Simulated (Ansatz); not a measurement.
# Silver, dhcp (4H) under RPBE: from relaxation to bulk modulus

The plan for silver in the dhcp (4H) structure: relax it, solve it on a dense k-mesh, then scale the cell to 7 volumes from 88 to 112 % of the relaxed one and try a fit of the equation of state. Spin polarisation is left out. The k-meshes are 13×13×3 for the relaxation; 16×16×5 for the dense run; 14×14×4 for the volumes. The starting cell is the deposited one, from the Crystallography Open Database.

Method: DFT RPBE, plane waves (420 eV) with PAW, scalar-relativistic; the PAW data stem from PBE, with regenerated cores, in Ansatz 0.2.0.

## Step 1: Starting point

The structure is hexagonal, space group P6_3/mmc (No. 194). Conventional cell: a = 2.886 Å, b = 2.886 Å, c = 10.000 Å, α = 90.00°, β = 90.00°, γ = 120.00°. Ag (site symmetry -6m2) is surrounded by 12 Ag at 2.89 to 3.00 Å. Ag (site symmetry -3m) has 12 Ag at 2.89 to 3.00 Å as nearest neighbours.

Coordinates:

```
CELL_PARAMETERS angstrom
2.88620 0.00000 0.00000
-1.44310 2.49952 0.00000
0.00000 0.00000 10.00000
ATOMIC_POSITIONS crystal
Ag 0.33333 0.66667 0.25000
Ag 0.66667 0.33333 0.75000
Ag 0.00000 0.00000 0.00000
Ag 0.00000 0.00000 0.50000
```

## Step 2: Geometry optimisation

The input, input.yaml:

```yaml
crystal:
  lattice:
    - [2.8861989086, 0.0, 0.0]
    - [-1.4430994543, 2.4995215753, 0.0]
    - [0.0, 0.0, 10.0]
  atoms:
    - { symbol: Ag, position: [0.3333333333, 0.6666666667, 0.25] }
    - { symbol: Ag, position: [0.6666666667, 0.3333333333, 0.75] }
    - { symbol: Ag, position: [0.0, 0.0, 0.0] }
    - { symbol: Ag, position: [0.0, 0.0, 0.5] }
hamiltonian:
  xc: rpbe
  pseudopotentials:
    kind: paw
    azcp:
      Ag: "pseudopotentials/Ag.paw.azcp"
basis:
  ecutwfc: 420
  fft_grid_basis: typed
kpoints:
  mp_grid: { grid: [13, 13, 3], shift: [0, 0, 0] }
magnetization:
  spin_polarized: false
scf:
  occupations: { method: fermi_dirac, width: 0.1 }
relax:
  max_steps: 60
  f_tol: 0.01
  cell: {}
output:
  write_density: true
  write_potential: true
  elf: true
  volumetric_format: npy
```

Started as:

```console
> ansatz run input.yaml --threads 2 --pin off --max-ram 5120MiB --backend cpu --events-out ev --progress --plain --runs-dir out
```

After this run come: The energy on a finer k-mesh; Volume × 0.88; Volume × 0.92; Volume × 0.96; Volume × 1.0; Volume × 1.04; Volume × 1.08; Volume × 1.12.

Before running it: what results should come out? Wanted: space group; conventional cell; volume; shortest distance; gap on the mesh; V₀, B₀, B₀′.

**Answer**, as computed:

| quantity | value |
| --- | --- |
| space group (spins left aside) | P6_3/mmc (No. 194) |
| conventional cell | a = 2.969 Å, c = 9.795 Å (c/a = 3.299) |
| volume | 18.691 Å³/atom |
| shortest distance | 2.969 Å |
| against the deposited volume | +3.6 % (18.035 Å³/atom) |
| gap on the mesh | none (levels filled in part) |
| V₀, B₀, B₀′ | 18.720 Å³/atom, 73 GPa, 5.9 |

**Reading.** Against experiment, RPBE misses the volume by +3.6 %. This functional tends to bind solids too weakly. The deposited cell holds zero-point motion and, unless taken cold, thermal expansion, so the miss against a static lattice is larger still. Levels at the Fermi energy are filled in part, as in a metal. B₀ comes out at 73 GPa; letting shape and positions relax at each volume could only lower it. Relaxation kept the symmetry; phonons were not checked.
